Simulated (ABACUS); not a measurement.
# GaN (F-43m) in ABACUS: further runs

Aim: see how the results for GaN move with the level of theory and the settings. Levels: M06-L, r2SCAN. Tasks: single point.

Everything below comes from runs of ABACUS 3.10.1. Logs are shortened: lines on timing, memory, paths and dates and some standing lists are left out, and cuts for length are marked.

**Measured values to compare with.**

A printed reference work, textbook reports, for a bulk crystal of GaN at 0 K: band gap 3.299 eV (direct).

The runs below are set against these values where they give the same quantity.

### 1 The structure

Symmetry: F-43m, No. 216, cubic system. Conventional cell: a = 4.507 Å, b = 4.507 Å, c = 4.507 Å, α = 90.00°, β = 90.00°, γ = 90.00°. Around Ga (site symmetry -43m) lie 4 N at 1.95 Å. N (site symmetry -43m) has 4 Ga at 1.95 Å as nearest neighbours.

The cell is a database's computed one.

### 2 Single point, M06-L

Input file INPUT:

```
INPUT_PARAMETERS
suffix              GaN
calculation         scf
basis_type          pw
pseudo_dir          ./
symmetry            1
dft_functional      MGGA_X_M06_L+MGGA_C_M06_L
ecutwfc             97
pseudo_rcut         10
nspin               1
nbands              19
ks_solver           dav
smearing_method     fd
smearing_sigma      0.00367493
scf_thr             1e-08
scf_nmax            100
mixing_type         broyden
mixing_beta         0.7
cal_force           1
cal_stress          1
mixing_tau          1
out_chg             1
kpar                4
```

Input file STRU:

```
ATOMIC_SPECIES
Ga 69.7230 Ga_ONCV_PBE-1.2.upf
N 14.0070 N_ONCV_PBE-1.2.upf

LATTICE_CONSTANT
1.8897261246

LATTICE_VECTORS
0.0000000000 2.2535006075 2.2535006075
2.2535006075 0.0000000000 2.2535006075
2.2535006075 2.2535006075 0.0000000000

ATOMIC_POSITIONS
Direct

Ga
0.0
1
0.0000000000 0.0000000000 0.0000000000 1 1 1

N
0.0
1
0.2500000000 0.2500000000 0.2500000000 1 1 1
```

Input file KPT:

```
K_POINTS
0
Gamma
6 6 6 0 0 0
```

Potentials or basis: SG15 ONCV 1.2 PBE, plane waves.

On the command line:

```bash
> OMP_NUM_THREADS=1 mpirun -np 4 abacus > log
```

running log:

```text
ABACUS v3.10.1

               Atomic-orbital Based Ab-initio Computation at UStc

 ------------------------------------------------------------------------------------

 READING GENERAL INFORMATION
                           global_out_dir = OUT.GaN/
                           global_in_card = INPUT
                               pseudo_dir = ./
                              orbital_dir =
                                    DSIZE = 4
                                    GSIZE = 1
[... 5 lines left out ...]

 READING ATOM TYPE 1
                               atom label = Ga
                      L=0, number of zeta = 1
                      L=1, number of zeta = 1
                      L=2, number of zeta = 1
             number of atom for this type = 1

 READING ATOM TYPE 2
                               atom label = N
                      L=0, number of zeta = 1
                      L=1, number of zeta = 1
                      L=2, number of zeta = 1
             number of atom for this type = 1

                        TOTAL ATOM NUMBER = 2
DIRECT COORDINATES
    atom                   x                   y                   z     mag                  vx                  vy                  vz
taud_Ga1            0.0000000000        0.0000000000        0.0000000000  0.0000        0.0000000000        0.0000000000        0.0000000000
taud_N1            0.2500000000        0.2500000000        0.2500000000  0.0000        0.0000000000        0.0000000000        0.0000000000

                          Volume (Bohr^3) = 154.454
                             Volume (A^3) = 22.8877

 Lattice vectors: (Cartesian coordinate: in unit of a_0)
                   +0             +2.2535             +2.2535
              +2.2535                  +0             +2.2535
              +2.2535             +2.2535                  +0
 Reciprocal vectors: (Cartesian coordinate: in unit of 2 pi/a_0)
            -0.221877           +0.221877           +0.221877
            +0.221877           -0.221877           +0.221877
            +0.221877           +0.221877           -0.221877
 The esolver type has been set to : ksdft_pw

                PAO radial cut off (Bohr) = 10

 Read in pseudopotential file is Ga_ONCV_PBE-1.2.upf
                     pseudopotential type = NC
          exchange-correlation functional = PBE
                 nonlocal core correction = 0
                        valence electrons = 13
                                     lmax = 2
                           number of zeta = 0
                     number of projectors = 6
                           L of projector = 0
                           L of projector = 0
                           L of projector = 1
                           L of projector = 1
                           L of projector = 2
                           L of projector = 2
 XC functional updated to : MGGA_X_M06_L+MGGA_C_M06_L
          exchange-correlation functional = MGGA_X_M06_L+MGGA_C_M06_L
                PAO radial cut off (Bohr) = 10

 Read in pseudopotential file is N_ONCV_PBE-1.2.upf
                     pseudopotential type = NC
          exchange-correlation functional = PBE
                 nonlocal core correction = 0
                        valence electrons = 5
                                     lmax = 1
                           number of zeta = 0
                     number of projectors = 4
                           L of projector = 0
                           L of projector = 0
                           L of projector = 1
                           L of projector = 1
 XC functional updated to : MGGA_X_M06_L+MGGA_C_M06_L
          exchange-correlation functional = MGGA_X_M06_L+MGGA_C_M06_L
     initial pseudo atomic orbital number = 0

 SETUP THE ELECTRONS NUMBER
            electron number of element Ga = 13
      total electron number of element Ga = 13
             electron number of element N = 5
       total electron number of element N = 5
            AUTOSET number of electrons:  = 18
                           occupied bands = 9
                                   NBANDS = 19
                                   NLOCAL = 18

%%%%%%%%%%%%%%%%%%%%%%%%%%%%%%%%%%%%%%%%%%%%%%%%%%%%%%%%%%%%%%%%%%%%%%%%%%%%%%%%%%%%%%%%%%%%%%%%%%%%%%%%%%
 Warning: the number of valence electrons in pseudopotential > 3 for Ga: [Ar] 3d10 4s2 4p1
 Pseudopotentials with additional electrons can yield (more) accurate outcomes, but may be less efficient.
 If you're confident that your chosen pseudopotential is appropriate, you can safely ignore this warning.
%%%%%%%%%%%%%%%%%%%%%%%%%%%%%%%%%%%%%%%%%%%%%%%%%%%%%%%%%%%%%%%%%%%%%%%%%%%%%%%%%%%%%%%%%%%%%%%%%%%%%%%%%%

 SETUP THE PLANE WAVE BASIS
 energy cutoff for charge/potential (unit:Ry) = 388
            fft grid for charge/potential = [ 40, 40, 40 ]
                        fft grid division = [ 1, 1, 1 ]
        big fft grid for charge/potential = [ 40, 40, 40 ]
                                     nbxx = 64000
                                     nrxx = 64000

 SETUP PLANE WAVES FOR CHARGE/POTENTIAL
                    number of plane waves = 19891
                         number of sticks = 955

 PARALLEL PW FOR CHARGE/POTENTIAL
     PROC   COLUMNS(POT)             PW
        1            955          19891
 --------------- sum -------------------
        1            955          19891
                            number of |g| = 240
                                  max |g| = 35.0513
                                  min |g| = 0

----------- Double Check Mixing Parameters Begin ------------
mixing_type: broyden
mixing_beta: 0.7
mixing_gg0: 1
mixing_gg0_min: 0.1
mixing_ndim: 8
----------- Double Check Mixing Parameters End ------------

 LATTICE VECTORS: (CARTESIAN COORDINATE: IN UNIT OF A0)
                   +0             +2.2535             +2.2535
              +2.2535                  +0             +2.2535
              +2.2535             +2.2535                  +0
                       right hand lattice = 1
                                   NORM_A = 3.18693
                                   NORM_B = 3.18693
                                   NORM_C = 3.18693
                           ALPHA (DEGREE) = 60
                           BETA  (DEGREE) = 60
                           GAMMA (DEGREE) = 60

 The lattice vectors have been changed (STRU_SIMPLE.cif)

(for optimal symmetric configuration:)
                             BRAVAIS TYPE = 3
                     BRAVAIS LATTICE NAME = 03. Cubic F (face-centered)
                                    ibrav = 3
                                    IBRAV = 3
                                  BRAVAIS = FACE CENTERED CUBIC
                       LATTICE CONSTANT A = 4.507
Original cell was already a primitive cell.
                        ROTATION MATRICES = 48
              PURE POINT GROUP OPERATIONS = 24
                   SPACE GROUP OPERATIONS = 24
                                       C2 = 3
                                       C3 = 8
                                       C4 = 0
                                       C6 = 0
                                       S1 = 6
                                       S3 = 0
                                       S4 = 6
                                       S6 = 0
                              POINT GROUP = T_d
                                       C2 = 3
                                       C3 = 8
                                       C4 = 0
                                       C6 = 0
                                       S1 = 6
                                       S3 = 0
                                       S4 = 6
                                       S6 = 0
               POINT GROUP IN SPACE GROUP = T_d

 SETUP K-POINTS
                                    nspin = 1
                   Input type of k points = Monkhorst-Pack(Gamma)
                                   nkstot = 216
                       right hand lattice = 1
(for reciprocal lattice: )
                             BRAVAIS TYPE = 2
                     BRAVAIS LATTICE NAME = 02. Cubic I (body-centered)
                                    ibrav = 2
                       right hand lattice = 1
(for k-lattice: )
                             BRAVAIS TYPE = 2
                     BRAVAIS LATTICE NAME = 02. Cubic I (body-centered)
                                    ibrav = 2
                       right hand lattice = 1
                        ROTATION MATRICES = 48
                               nkstot_ibz = 16
K-POINTS REDUCTION ACCORDING TO SYMMETRY
     IBZ    DIRECT_X    DIRECT_Y    DIRECT_Z  WEIGHT  ibz2bz
       1  0.00000000  0.00000000  0.00000000  0.0046       0
       2  0.16666667  0.16666667  0.16666667  0.0370       1
       3  0.33333333  0.33333333  0.33333333  0.0370       2
       4  0.50000000  0.50000000  0.50000000  0.0185       3
       5  0.16666667  0.16666667  0.00000000  0.0278       7
       6  0.33333333  0.33333333  0.16666667  0.1111       8
[... 8 lines left out ...]
      15  0.50000000  0.33333333 -0.33333333  0.1111      52
      16  0.50000000  0.33333333 -0.16666667  0.0556      58

                               nkstot now = 16
[... K-POINTS DIRECT COORDINATES: 16 rows ...]

           k-point number in this process = 4
       minimum distributed K point number = 4
[... stars of the k points ...]

[... K-POINTS CARTESIAN COORDINATES: 4 rows ...]

[... K-POINTS DIRECT COORDINATES: 4 rows ...]

 SETUP PLANE WAVES FOR WAVE FUNCTIONS
     energy cutoff for wavefunc (unit:Ry) = 97
              fft grid for wave functions = [ 40, 40, 40 ]
                    number of plane waves = 2975
                         number of sticks = 271

 PARALLEL PW FOR WAVE FUNCTIONS
     PROC   COLUMNS(POT)             PW
        1            271           2975
 --------------- sum -------------------
        1            271           2975

 SETUP NONLOCAL PSEUDOPOTENTIALS IN PLANE WAVE BASIS
 Ga non-local projectors:
 projector 1 L=0
 projector 2 L=0
 projector 3 L=1
 projector 4 L=1
 projector 5 L=2
 projector 6 L=2
 N non-local projectors:
 projector 1 L=0
 projector 2 L=0
 projector 3 L=1
 projector 4 L=1
      TOTAL NUMBER OF NONLOCAL PROJECTORS = 26

 Init Non-Local PseudoPotential table :
 Init Non-Local-Pseudopotential done.

                                     npwx = 2523

 -------------------------------------------
 SELF-CONSISTENT
 -------------------------------------------
                                 init_chg = atomic

 PW ALGORITHM --------------- ION=   1  ELEC=   1--------------------------------

 Density error is 0.452813271803
                          Error Threshold = 0.01
----------------------------------------------------------
     Energy           Rydberg                 eV
----------------------------------------------------------
 E_KohnSham     -150.0712952114      -2041.8247211158
 E_Harris       -148.9874686961      -2027.0785048631
 E_Fermi        0.7430085629         10.1091501186
----------------------------------------------------------
[... 159 lines left out ...]
 Density error is 9.77623032399e-09
                          Error Threshold = 1.73795785983e-10
----------------------------------------------------------
     Energy           Rydberg                 eV
----------------------------------------------------------
 E_KohnSham     -150.3166319968      -2045.1626993262
 E_KS(sigma->0) -150.3166319968      -2045.1626993257
 E_Harris       -150.3161359449      -2045.1559501930
 E_band         0.6446586244         8.7710305571
 E_one_elec     -53.6105214965       -729.4085651043
 E_Hartree      42.2975358094        575.4874983673
 E_xc           -22.3293291935       -303.8061095489
 E_Ewald        -116.6743171162      -1587.4355230394
 E_entropy(-TS) -0.0000000001        -0.0000000010
 E_descf        0.0000000000         0.0000000000
 E_exx          0.0000000000         0.0000000000
 E_Fermi        0.8440661579         11.4841092364
----------------------------------------------------------

 charge density convergence is achieved
 final etot is -2045.1626993 eV
 EFERMI = 11.484109236 eV

 STATE ENERGY(eV) AND OCCUPATIONS    NSPIN == 1
 1/4 kpoint (Cartesian) = 0.0000 0.0000 0.0000 (2445 pws)
       1       -6.39016     0.00925926
       2       -2.88458     0.00925926
       3       -2.88458     0.00925926
       4       -2.88458     0.00925926
       5       -2.55943     0.00925926
       6       -2.55943     0.00925926
[... 11 lines left out ...]
      18        31.6986        0.00000
      19        31.6986        0.00000
[... 47 lines left out ...]
       4       -2.50274      0.0370370
       5       -2.50274      0.0370370
       6       -1.61011      0.0370370
[... 11 lines left out ...]
      18        36.3141        0.00000
      19        36.3141        0.00000

------------------------------------------------------------------------------------------
 TOTAL-FORCE (eV/Angstrom)
------------------------------------------------------------------------------------------
                       Ga1         0.0000000000         0.0000000000         0.0000000000
                        N1         0.0000000000         0.0000000000         0.0000000000
------------------------------------------------------------------------------------------

----------------------------------------------------------------
 TOTAL-STRESS (KBAR)
----------------------------------------------------------------
        -5.8990673102         0.0000000000         0.0000000000
         0.0000000000        -5.8990673102         0.0000000000
         0.0000000000        -0.0000000000        -5.8990673102
----------------------------------------------------------------
 TOTAL-PRESSURE: -5.899067 KBAR

 --------------------------------------------
 !FINAL_ETOT_IS -2045.1626993262227643 eV
 --------------------------------------------
```

It took 18 s on 4 MPI ranks of Intel Xeon 6975P-C (Granite Rapids), shared host; peak memory 0.36 GiB.

What came out:

- Free energy: -2045.1627 eV
- Pressure: -0.6 GPa
- Band gap on the k mesh: 1.72 eV, direct

Levels at points of the mesh, in eV from the valence-band top:
```
           k point  band 6  band 7  band 8  band 9  band 10  band 11  band 12  band 13
(0.00, 0.00, 0.00)  -13.15    0.00    0.00    0.00     1.72    10.97    10.97    10.97
(0.50, 0.50, 0.50)  -12.21   -7.13   -1.01   -1.01     4.88     9.10    11.12    11.12
(0.50, 0.50, 0.00)  -11.92   -6.25   -2.76   -2.76     3.71     6.96    12.21    14.89
```

Caveat: the potentials were made for another functional, which shifts forces and pressure.

[end of part 1 of 2]
